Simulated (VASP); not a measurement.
# MoTe₂, relaxation of the atoms: which settings are enough?

MoTe₂, P1 (no. 1), 6 atoms in the cell. LDA; PAW potentials Te, Mo_sv (LDA set). VASP 6.6.1.

Wanted: energy within 0.5 meV/atom; shortest distances from each atom, periodic images included within 0.002 Å.

What the run is for: geometry; Accuracy asked: tight.

POSCAR:
```
Te2Mo
1.0
    3.5182000000      0.0000000000      0.0000000000
   -1.7591000000      3.0468505756      0.0000000000
    0.0000000000      0.0000000000     13.9736000000
Te Mo
4 2
Direct
    0.6264900000      0.2989340000      0.3740750000
    0.3394020000      0.6867300000      0.8843180000
    0.6598510000      0.2877970000      0.1205900000
    0.3538900000      0.7262840000      0.6195220000
    0.6472230000      0.2948220000      0.7449780000
    0.3211150000      0.6755380000      0.2453180000
```

The series start from Plane-wave cutoff (eV): 320; k-point mesh: 5 × 5 × 1; Ionic threshold (EDIFFG): -0.01; Electronic threshold (eV): 1e-6; Precision mode (PREC): Accurate; Relaxation algorithm: IBRION=2; Electronic steps between moves: NELMIN=4 ALGO=Normal. Each series keeps the choices made before it, and each single choice may use up half of a tolerance.

## Plane-wave cutoff (eV)

| Plane-wave cutoff (eV) | Energy less reference (meV/atom) | Shortest distances from each atom, periodic images included, largest deviation (Å) | Time (s) |
|---|---|---|---|
| 220 | 32.02 | 0.0007 | 104 |
| 240 | 6.56 | 0.0007 | 98 |
| 280 | -0.06 | 0.0004 | 94 |
| 320 | 0.10 | 0.0003 | 187 |
| 390 | 0.54 | 0.0001 | 159 |
| 490 (reference) | 0.00 | 0.0000 | 255 |

Chosen: 490; the next looser run is off by more than half of the tolerance, so convergence isn't shown beyond this value.

## k-point mesh

| k-point mesh | Energy less reference (meV/atom) | Shortest distances from each atom, periodic images included, largest deviation (Å) | Time (s) |
|---|---|---|---|
| 3 × 3 × 1 | -30.09 | 0.0134 | 198 |
| 5 × 5 × 1 | 9.27 | 0.0021 | 255 |
| 6 × 6 × 2 | 0.02 | 0.0007 | 611 |
| 7 × 7 × 2 (reference) | 0.00 | 0.0000 | 875 |

Chosen: 6 × 6 × 2, the loosest value from which every tighter one stays within half of the tolerance.

## Ionic threshold (EDIFFG)

| Ionic threshold (EDIFFG) | Energy less reference (meV/atom) | Shortest distances from each atom, periodic images included, largest deviation (Å) | Time (s) |
|---|---|---|---|
| -0.1 | 0.59 | 0.0059 | 267 |
| -0.05 | 0.42 | 0.0022 | 307 |
| -0.02 | 0.02 | 0.0013 | 619 |
| -0.01 | 0.01 | 0.0006 | 611 |
| -0.005 | 0.01 | 0.0002 | 439 |
| -0.002 (reference) | 0.00 | 0.0000 | 622 |

Chosen: -0.01.

## Electronic threshold (eV)

| Electronic threshold (eV) | Energy less reference (meV/atom) | Shortest distances from each atom, periodic images included, largest deviation (Å) | Time (s) |
|---|---|---|---|
| 0.0001 | 0.00 | 0.0009 | 380 |
| 1e-5 | 0.00 | 0.0008 | 420 |
| 1e-6 | 0.00 | 0.0006 | 611 |
| 1e-7 (reference) | 0.00 | 0.0000 | 506 |

Chosen: 0.0001.

## Precision mode (PREC)

| Precision mode (PREC) | Energy less reference (meV/atom) | Shortest distances from each atom, periodic images included, largest deviation (Å) | Time (s) |
|---|---|---|---|
| Normal | 0.00 | 0.0001 | 194 |
| Accurate (reference) | 0.00 | 0.0000 | 380 |

Chosen: Normal.

## Relaxation algorithm

| Relaxation algorithm | Energy less reference (meV/atom) | Shortest distances from each atom, periodic images included, largest deviation (Å) | Time (s) |
|---|---|---|---|
| IBRION=2 | 0.00 | 0.0000 | 194 |
| IBRION=2 POTIM=0.2 | 0.00 | 0.0010 | 215 |
| IBRION=2 POTIM=0.8 | 0.00 | 0.0007 | 192 |
| IBRION=1 | 0.09 | 0.0009 | 122 |
| IBRION=1 POTIM=0.2 | 0.07 | 0.0008 | 175 |
| IBRION=1 POTIM=0.3 NFREE=10 | 0.03 | 0.0008 | 92 |
| IBRION=3 POTIM=0.2 SMASS=0.4 | 0.09 | 0.0010 | 201 |
| IBRION=3 POTIM=0.3 | 0.10 | 0.0009 | 226 |

Chosen: IBRION=1 POTIM=0.3 NFREE=10, the fastest of those that stay within half of the tolerance.

## Electronic steps between moves

| Electronic steps between moves | Energy less reference (meV/atom) | Shortest distances from each atom, periodic images included, largest deviation (Å) | Time (s) |
|---|---|---|---|
| NELMIN=4 ALGO=Normal | 0.00 | 0.0000 | 92 |
| ALGO=Normal | -0.01 | 0.0007 | 186 |
| NELMIN=4 MAXMIX=40 ALGO=Normal | -0.02 | 0.0004 | 93 |
| NELMIN=4 ALGO=Fast | 0.19 | 0.0007 | 111 |
| NELMIN=4 MAXMIX=40 ALGO=Fast | 0.12 | 0.0006 | 97 |

Chosen: NELMIN=4 ALGO=Normal; no other choice that stays within half of the tolerance saves 30 % of the time.

## All choices together

| Input | Energy less reference (meV/atom) | Shortest distances from each atom, periodic images included, largest deviation (Å) | Time (s) |
|---|---|---|---|
| the program's defaults (naive) | 21.85 | 0.0031 | 17 |
| chosen settings | 0.06 | 0.0010 | 92 |
| reference settings throughout | 0.00 | 0.0000 | 880 |

The chosen settings stay within the tolerance of the reference run, but the reference itself isn't shown to be converged in: Plane-wave cutoff (eV).

## The input

INCAR:
```
ALGO = Normal
EDIFF = 1E-4
EDIFFG = -0.01
EFERMI = MIDGAP
ENCUT = 490
GGA = CA
GGA_COMPAT = F
IBRION = 1
ISIF = 2
ISMEAR = 0
KPAR = 4
LASPH = T
LCHARG = F
LREAL = F
LWAVE = F
NELM = 120
NELMIN = 4
NFREE = 10
NSW = 120
POTIM = 0.3
PREC = Normal
SIGMA = 0.03
```

KPOINTS:
```
Automatic mesh
0
Gamma
  6 6 2
  0 0 0
```

Commands:
```
cat potpaw_LDA.64/Te/POTCAR potpaw_LDA.64/Mo_sv/POTCAR > POTCAR
mpirun -np 4 vasp_std > vasp.out
```

The chosen input took VASP 6.6.1 92 s on 4 cores (Intel Xeon Platinum 8488C (Sapphire Rapids)), a shared host.

## An input that fails: force threshold below the noise of the forces

It gives no converged result.

Changes against the starting input:
```
- NSW = 120
- PREC = Accurate
- EDIFF = 1e-06
- NELM = 120
- EDIFFG = -0.01
- NELMIN = 4
+ NSW = 30
+ PREC = Low
+ EDIFF = 0.001
+ NELM = 67
+ EDIFFG = -0.0001
```
